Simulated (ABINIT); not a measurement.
# GaN (F-43m) in ABINIT: reference runs

How does GaN come out in PBE? The cell is run as given and disturbed.

Program: ABINIT 10.8.3 (patched build). These are calculated values, not measurements. Logs are shortened: lines on timing, memory, paths and dates and some standing lists are left out, and cuts for length are marked. The log counts tension as positive stress, the text compression.

**Measured values to compare with.**

From a printed reference work, textbook, for a bulk crystal of GaN at 0 K: band gap 3.299 eV (direct).

The results are compared with them further down.

### Step 1. The structure

Symmetry: F-43m, No. 216, cubic system. The conventional cell has a = 4.507 Å, b = 4.507 Å, c = 4.507 Å, α = 90.00°, β = 90.00°, γ = 90.00°. Around Ga (site symmetry -43m) lie 4 N at 1.95 Å. N (site symmetry -43m) is surrounded by 4 Ga at 1.95 Å.

The cell is a database's computed one.

### Step 2. Single point, PBE

run.abi

```
pp_dirpath "./"
pseudos "Ga.GGA_PBE-JTH.xml, N.GGA_PBE-JTH.xml"

structure "poscar:POSCAR"
natom 2

ecut 26.0
pawecutdg 48.0

kptopt 1
ngkpt 10 10 10
nshiftk 1
shiftk 0.0 0.0 0.0

ixc 11

nband 13
occopt 3
tsmear 0.00183747

nstep 100
tolvrs 1.0e-9

iomode 3
prtwf 0
prtden 0
prteig 0
prtebands 0
```

POSCAR

```
GaN
1.0
    0.0000000000      2.2535006075      2.2535006075
    2.2535006075      0.0000000000      2.2535006075
    2.2535006075      2.2535006075      0.0000000000
Ga N
1 1
Direct
    0.0000000000      0.0000000000      0.0000000000  Ga
    0.2500000000      0.2500000000      0.2500000000  N
```

Potentials or basis: JTH PAW PBE v2.0.

Launch:

```console
$ abinit run.abi > log 2>&1
```

run.abo:

```text
.Version 10.8.3 of ABINIT
 Symmetries : space group F-4 3 m (#216); Bravais cF (face-center cubic)
================================================================================
 Values of the parameters that define the memory need of the present run
     intxc =       0    ionmov =       0      iscf =      17    lmnmax =      18
     lnmax =       6     mgfft =      30  mpssoang =       3    mqgrid =    3001
     natom =       2  nloc_mem =       2    nspden =       1   nspinor =       1
    nsppol =       1      nsym =      24    n1xccc =       1    ntypat =       2
    occopt =       3   xclevel =       2
       mpw =         990          nfft =       27000          nkpt =          47
 PAW method is used; the additional fine FFT grid is defined by:
   mgfftf=        40    nfftf =     64000
================================================================================
================================================================================

--------------------------------------------------------------------------------
------------- Echo of variables that govern the present computation ------------
--------------------------------------------------------------------------------
 -outvars: echo values of preprocessed input variables --------
            acell      1.0000000000E+00  1.0000000000E+00  1.0000000000E+00 Bohr
              amu      6.97230000E+01  1.40067400E+01
             ecut      2.60000000E+01 Hartree
              ixc          11
         kptrlatt       10    0    0      0   10    0      0    0   10
          kptrlen      6.02242700E+01
            natom           2
            nband          13
            ngfft          30      30      30
          ngfftdg          40      40      40
             nkpt          47
            nstep         100
             nsym          24
           ntypat           2
           occopt           3
        pawecutdg      4.80000000E+01 Hartree
         pawxcdev           0
           prtden           0
        prtebands           0
           prteig           0
            prtwf           0
            rprim      0.0000000000E+00  4.2584989727E+00  4.2584989727E+00
                       4.2584989727E+00  0.0000000000E+00  4.2584989727E+00
                       4.2584989727E+00  4.2584989727E+00  0.0000000000E+00
          spgroup         216
           tolvrs      1.00000000E-09
           tsmear      1.83747000E-03 Hartree
            typat      1  2
           useylm           1
           xangst      0.0000000000E+00  0.0000000000E+00  0.0000000000E+00
                       1.1267503037E+00  1.1267503037E+00  1.1267503037E+00
            xcart      0.0000000000E+00  0.0000000000E+00  0.0000000000E+00
                       2.1292494864E+00  2.1292494864E+00  2.1292494864E+00
             xred      0.0000000000E+00  0.0000000000E+00  0.0000000000E+00
                       2.5000000000E-01  2.5000000000E-01  2.5000000000E-01
            znucl       31.00000    7.00000

================================================================================

 chkinp: Checking input parameters for consistency.

================================================================================
== DATASET  1 ==================================================================

--- !DatasetInfo
iteration_state: {dtset: 1, }
dimensions: {natom: 2, nkpt: 47, mband: 13, nsppol: 1, nspinor: 1, nspden: 1, mpw: 990, }
cutoff_energies: {ecut:  26.0, pawecutdg:  48.0, }
electrons: {nelect:   1.80000000E+01, charge:   0.00000000E+00, occopt:   3.00000000E+00, tsmear:   1.83747000E-03, }
meta: {optdriver: 0, ionmov: 0, optcell: 0, iscf: 17, paral_kgb: 0, }
...

 Exchange-correlation functional for the present dataset will be:
  GGA: Perdew-Burke-Ernzerhof functional - ixc=11
  J.P.Perdew, K.Burke, M.Ernzerhof, PRL 77, 3865 (1996)

 Real(R)+Recip(G) space primitive vectors, cartesian coordinates (Bohr,Bohr^-1):
 R(1)=  0.0000000  4.2584990  4.2584990  G(1)= -0.1174123  0.1174123  0.1174123
 R(2)=  4.2584990  0.0000000  4.2584990  G(2)=  0.1174123 -0.1174123  0.1174123
 R(3)=  4.2584990  4.2584990  0.0000000  G(3)=  0.1174123  0.1174123 -0.1174123
 Unit cell volume ucvol=  1.5445417E+02 bohr^3
 Angles (23,13,12)=  6.00000000E+01  6.00000000E+01  6.00000000E+01 degrees

 Coarse grid specifications (used for wave-functions):

 getcut: wavevector=  0.0000  0.0000  0.0000  ngfft=  30  30  30
         ecut(hartree)=     26.000   => boxcut(ratio)=   2.17260

 Fine grid specifications (used for densities):

 getcut: wavevector=  0.0000  0.0000  0.0000  ngfft=  40  40  40
         ecut(hartree)=     48.000   => boxcut(ratio)=   2.12962

--- Pseudopotential description ------------------------------------------------
- pspini: atom type   1  psp file is ./Ga.GGA_PBE-JTH.xml
 Pseudopotential format is: paw10
 basis_size (lnmax)=  6 (lmn_size= 18), orbitals=   0   0   1   1   2   2
 Spheres core radius: rc_sph= 2.10359248
 Shapefunction is BESSEL type: shapef(r,l)=aa(1,l)*jl(q(1,l)*r)+aa(2,l)*jl(q(2,l)*r)
 Radius for shape functions =  1.80829011
 Compensation charge density is not taken into account in XC energy/potential

- pspini: atom type   2  psp file is ./N.GGA_PBE-JTH.xml
 Pseudopotential format is: paw10
 basis_size (lnmax)=  4 (lmn_size=  8), orbitals=   0   0   1   1
 Spheres core radius: rc_sph= 1.20497474
 Shapefunction is SIN type: shapef(r)=[sin(pi*r/rshp)/(pi*r/rshp)]**2
 Radius for shape functions =  1.00243812
 Compensation charge density is not taken into account in XC energy/potential

   4.80804022E+02                                ecore*ucvol(ha*bohr**3)
--------------------------------------------------------------------------------

[... 7 lines left out ...]

     iter   Etot(hartree)      deltaE(h)  residm     nres2
 ETOT  1  -88.899843717486    -8.890E+01 1.132E+00 2.767E+01
 ETOT  2  -89.143250518258    -2.434E-01 3.847E-02 6.048E+00
 ETOT  3  -89.138262255837     4.988E-03 3.652E-03 5.564E-01
 ETOT  4  -89.138764837741    -5.026E-04 1.293E-03 4.041E-02
 ETOT  5  -89.138709466465     5.537E-05 2.545E-04 3.767E-03
 ETOT  6  -89.138750441814    -4.098E-05 5.353E-04 7.598E-04
 ETOT  7  -89.138754714812    -4.273E-06 9.785E-05 2.449E-04
 ETOT  8  -89.138754642730     7.208E-08 3.043E-04 7.052E-06
 ETOT  9  -89.138754660558    -1.783E-08 4.487E-05 6.725E-07
 ETOT 10  -89.138754661147    -5.884E-10 1.319E-04 3.748E-08
 ETOT 11  -89.138754661420    -2.730E-10 1.750E-05 1.045E-08
 ETOT 12  -89.138754661405     1.472E-11 5.056E-05 3.274E-10

 At SCF step   12       nres2   =  3.27E-10 < tolvrs=  1.00E-09 =>converged.

 Cartesian components of stress tensor (hartree/bohr^3)
  sigma(1 1)= -1.88295156E-04  sigma(3 2)=  0.00000000E+00
  sigma(2 2)= -1.88295156E-04  sigma(3 1)=  0.00000000E+00
  sigma(3 3)= -1.88295156E-04  sigma(2 1)=  0.00000000E+00

--- !ResultsGS
iteration_state: {dtset: 1, }
comment   : Summary of ground state results
lattice_vectors:
- [  0.0000000,   4.2584990,   4.2584990, ]
- [  4.2584990,   0.0000000,   4.2584990, ]
- [  4.2584990,   4.2584990,   0.0000000, ]
lattice_lengths: [   6.02243,    6.02243,    6.02243, ]
lattice_angles: [ 60.000,  60.000,  60.000, ] # degrees, (23, 13, 12)
lattice_volume:   1.5445417E+02
convergence: {deltae:  1.472E-11, res2:  3.274E-10, residm:  5.056E-05, diffor: null, }
etotal    :  -8.91387547E+01
entropy   :   0.00000000E+00
fermie    :   2.44659540E-01
cartesian_stress_tensor: # hartree/bohr^3
- [ -1.88295156E-04,   0.00000000E+00,   0.00000000E+00, ]
- [  0.00000000E+00,  -1.88295156E-04,   0.00000000E+00, ]
- [  0.00000000E+00,   0.00000000E+00,  -1.88295156E-04, ]
pressure_GPa:   5.5398E+00
xred      :
- [  0.0000E+00,   0.0000E+00,   0.0000E+00, Ga]
- [  2.5000E-01,   2.5000E-01,   2.5000E-01,  N]
cartesian_forces: # hartree/bohr
- [ -1.18556088E-29,   7.90373921E-30,   1.18556088E-29, ]
- [  1.18556088E-29,  -7.90373921E-30,  -1.18556088E-29, ]
force_length_stats: {min:   1.85359115E-29, max:   1.85359115E-29, mean:   1.85359115E-29, }
...

 Integrated electronic density in atomic spheres:
 ------------------------------------------------
 Atom  Sphere_radius  Integrated_density
    1        2.10359         11.18380135
    2        1.20497          2.57314102

================================================================================

 ----iterations are completed or convergence reached----

 Mean square residual over all n,k,spin=   16.315E-08; max=  50.558E-06
 reduced coordinates (array xred) for    2 atoms
       0.000000000000      0.000000000000      0.000000000000
       0.250000000000      0.250000000000      0.250000000000
 rms dE/dt=  7.0065E-29; max dE/dt=  1.6829E-28; dE/dt below (all hartree)
    1       0.000000000000      0.000000000000      0.000000000000
    2       0.000000000000      0.000000000000     -0.000000000000

 cartesian coordinates (angstrom) at end:
    1      0.00000000000000     0.00000000000000     0.00000000000000
    2      1.12675030375000     1.12675030375000     1.12675030375000

 cartesian forces (hartree/bohr) at end:
    1     -0.00000000000000     0.00000000000000     0.00000000000000
    2      0.00000000000000    -0.00000000000000    -0.00000000000000
 frms,max,avg= 1.0701713E-29 1.1855609E-29   0.000E+00  0.000E+00  0.000E+00 h/b

 cartesian forces (eV/Angstrom) at end:
    1     -0.00000000000000     0.00000000000000     0.00000000000000
    2      0.00000000000000    -0.00000000000000    -0.00000000000000
 frms,max,avg= 5.5030423E-28 6.0963992E-28   0.000E+00  0.000E+00  0.000E+00 e/A
 length scales=  1.000000000000  1.000000000000  1.000000000000 bohr
              =  0.529177210544  0.529177210544  0.529177210544 angstroms
 Fermi (or HOMO) energy (hartree) =   0.24466   Average Vxc (hartree)=  -0.39494
 Eigenvalues (hartree) for nkpt=  47  k points:
 kpt#   1, nband= 13, wtk=  0.00100, kpt=  0.0000  0.0000  0.0000 (reduced coord)
  -0.37425   -0.28277   -0.28277   -0.28277   -0.27118   -0.27118    0.21156    0.21156
   0.21156    0.27449    0.58994    0.58994    0.58994
      occupation numbers for kpt#   1
   2.00000    2.00000    2.00000    2.00000    2.00000    2.00000    2.00000    2.00000
   2.00000    0.00000    0.00000    0.00000    0.00000
 prteigrs : prtvol=0 or 1, do not print more k-points.

--- !EnergyTerms
iteration_state     : {dtset: 1, }
comment             : Components of total free energy in Hartree
kinetic             :  1.08960504447354E+01
hartree             :  2.34002003955727E+01
xc                  : -4.33769228180807E+00
Ewald energy        : -5.83371585177303E+01
psp_core            :  3.11292355842796E+00
local_psp           : -6.49663797707463E+01
PAW spherical_terms :  1.09329722418100E+00
internal            : -8.91387589473676E+01
'-kT*entropy'       : -1.22048529282202E-11
total_energy        : -8.91387589473798E+01
total_energy_eV     : -2.42558919920455E+03
...

--- !EnergyTermsDC
iteration_state     : {dtset: 1, }
comment             : '"Double-counting" decomposition of free energy'
band_energy         : -2.77053076816881E+00
Ewald energy        : -5.83371585177303E+01
psp_core            :  3.11292355842796E+00
xc_dc               : -2.24771463431408E+01
PAW spherical_terms : -8.66684259078101E+00
internal            : -8.91387546613930E+01
'-kT*entropy'       : -1.22048529282202E-11
total_energy_dc     : -8.91387546614052E+01
total_energy_dc_eV  : -2.42558908257724E+03
...

--- !EnergyTermsWithPAWCore
iteration_state     : {dtset: 1, }
comment             : 'Components of total free energy, including PAW core contributions'
Total energy        : -1.99883612120933E+03
Total energy DC     : -1.99883611692336E+03
Total energy (eV)   : -5.43911017366457E+04
Total energy DC (eV): -5.43911016200184E+04
...

 Cartesian components of stress tensor (hartree/bohr^3)
  sigma(1 1)= -1.88295156E-04  sigma(3 2)=  0.00000000E+00
  sigma(2 2)= -1.88295156E-04  sigma(3 1)=  0.00000000E+00
  sigma(3 3)= -1.88295156E-04  sigma(2 1)=  0.00000000E+00

-Cartesian components of stress tensor (GPa)         [Pressure=  5.5398E+00 GPa]
- sigma(1 1)= -5.53983474E+00  sigma(3 2)=  0.00000000E+00
- sigma(2 2)= -5.53983474E+00  sigma(3 1)=  0.00000000E+00
- sigma(3 3)= -5.53983474E+00  sigma(2 1)=  0.00000000E+00

== END DATASET(S) ==============================================================
================================================================================

 -outvars: echo values of variables after computation  --------
            acell      1.0000000000E+00  1.0000000000E+00  1.0000000000E+00 Bohr
           etotal     -8.9138754661E+01
            fcart     -1.1855608809E-29  7.9037392060E-30  1.1855608809E-29
                       1.1855608809E-29 -7.9037392060E-30 -1.1855608809E-29
            rprim      0.0000000000E+00  4.2584989727E+00  4.2584989727E+00
                       4.2584989727E+00  0.0000000000E+00  4.2584989727E+00
                       4.2584989727E+00  4.2584989727E+00  0.0000000000E+00
           strten     -1.8829515551E-04 -1.8829515551E-04 -1.8829515551E-04
                       0.0000000000E+00  0.0000000000E+00  0.0000000000E+00
           xangst      0.0000000000E+00  0.0000000000E+00  0.0000000000E+00
                       1.1267503037E+00  1.1267503037E+00  1.1267503037E+00
             xred      0.0000000000E+00  0.0000000000E+00  0.0000000000E+00
                       2.5000000000E-01  2.5000000000E-01  2.5000000000E-01
 Calculation completed.
```

Wall time 22 s (1 thread of Arm Neoverse V1, shared host); peak memory 0.11 GiB.

Results:

| Property | Result |
| --- | --- |
| Free energy | -2425.5891 eV |
| Pressure | 5.5 GPa |
| Band gap on the k mesh | 1.71 eV, direct |
| Valence electrons inside the program's atomic spheres | Ga 11.18; N 2.57 |

Levels at points of the mesh, in eV from the valence-band top:
| k point | band 5 | band 6 | band 7 | band 8 | band 9 | band 10 | band 11 | band 12 | band 13 |
| --- | --- | --- | --- | --- | --- | --- | --- | --- | --- |
| (0.00, 0.00, 0.00) | -13.14 | -13.14 | 0.00 | 0.00 | 0.00 | 1.71 | 10.30 | 10.30 | 10.30 |
| (0.50, 0.00, 0.00) | -13.09 | -11.89 | -7.04 | -0.97 | -0.97 | 4.63 | 8.72 | 10.35 | 10.35 |
| (0.50, 0.50, 0.00) | -13.06 | -11.46 | -6.12 | -2.71 | -2.71 | 3.34 | 6.65 | 11.70 | 13.95 |

### Step 3. Single point, PBE (atoms moved at random, drawn with an rms of 0.05 Å)

run.abi

```
# Pseudopotentials
pp_dirpath "./"
pseudos "Ga.GGA_PBE-JTH.xml, N.GGA_PBE-JTH.xml"

# Structure
acell 3*1.0
rprim
     0.0000000000     4.2584989699     4.2584989699
     4.2584989699     0.0000000000     4.2584989699
     4.2584989699     4.2584989699     0.0000000000
ntypat 2
znucl 31 7
natom 2
typat 1 2
xred
     0.0064260000    -0.0016860000    -0.0053100000
     0.2425010000     0.2481970000     0.2566230000
chkprim 0
chksymtnons 0
tolsym 1.0e-6

# Plane-wave basis
ecut 26.0
pawecutdg 48.0

# k points
kptopt 1
ngkpt 10 10 10
nshiftk 1
shiftk 0.0 0.0 0.0

# Exchange and correlation
ixc 11

# Bands and occupations
nband 13
occopt 3
tsmear 0.00183747

# SCF cycle
nstep 100
tolvrs 1.0e-9

# Output
iomode 3
prtwf 0
prtden 0
prteig 0
prtebands 0
```

Potentials or basis: JTH PAW PBE v2.0.

Launch:

```console
$ abinit run.abi > log 2>&1
```

Wall time 3.5 min (1 thread of Arm Neoverse V1, shared host); peak memory 0.32 GiB.

Results (log left out):

* Free energy: -2425.5783 eV
* Pressure: 5.7 GPa
* Largest force: 0.514 eV/Å
* Band gap on the k mesh: 1.63 eV, direct
* Valence electrons inside the program's atomic spheres: Ga 11.18; N 2.56

Forces in eV/Å, atoms in the order of the input:
```
Ga   0.329 -0.010 -0.395
N   -0.329  0.010  0.395
```

Stress tensor (GPa, compression positive):
```
 5.68  1.96  0.07
 1.96  5.78 -1.64
 0.07 -1.64  5.63
```

Levels at points of the mesh, in eV from the valence-band top:
| k point | band 6 | band 7 | band 8 | band 9 | band 10 | band 11 | band 12 | band 13 |
| --- | --- | --- | --- | --- | --- | --- | --- | --- |
| (0.00, 0.00, 0.00) | -13.22 | -0.16 | -0.09 | 0.00 | 1.63 | 10.16 | 10.22 | 10.29 |
| (0.50, 0.00, 0.00) | -11.97 | -7.00 | -1.11 | -0.99 | 4.49 | 8.62 | 10.11 | 10.32 |
| (0.00, 0.50, 0.00) | -11.96 | -7.12 | -1.16 | -0.93 | 4.54 | 8.63 | 10.06 | 10.49 |
| (0.50, 0.50, 0.00) | -11.54 | -6.20 | -2.83 | -2.74 | 3.26 | 6.57 | 11.61 | 13.81 |
| (0.00, 0.00, 0.50) | -11.96 | -7.22 | -1.13 | -0.97 | 4.60 | 8.65 | 10.17 | 10.46 |
| (0.50, 0.00, 0.50) | -11.54 | -6.21 | -2.79 | -2.77 | 3.26 | 6.56 | 11.61 | 13.88 |
| (0.00, 0.50, 0.50) | -11.54 | -6.21 | -2.82 | -2.75 | 3.26 | 6.57 | 11.61 | 13.82 |
| (0.50, 0.50, 0.50) | -11.96 | -7.14 | -1.16 | -0.93 | 4.55 | 8.64 | 10.07 | 10.50 |

### Step 4. Against experiment

Step 2. A measured gap of GaN is 3.299 eV (direct; 0 K; a printed reference work, textbook); the calculated 1.71 eV misses it by -1.59 eV. Spin-orbit coupling on Ga is left out. The value is that of PBE, without temperature or zero-point motion. Semilocal functionals fall short of measured gaps as a rule. The cell is a database's relaxed one, not the measured one, which moves gaps too.
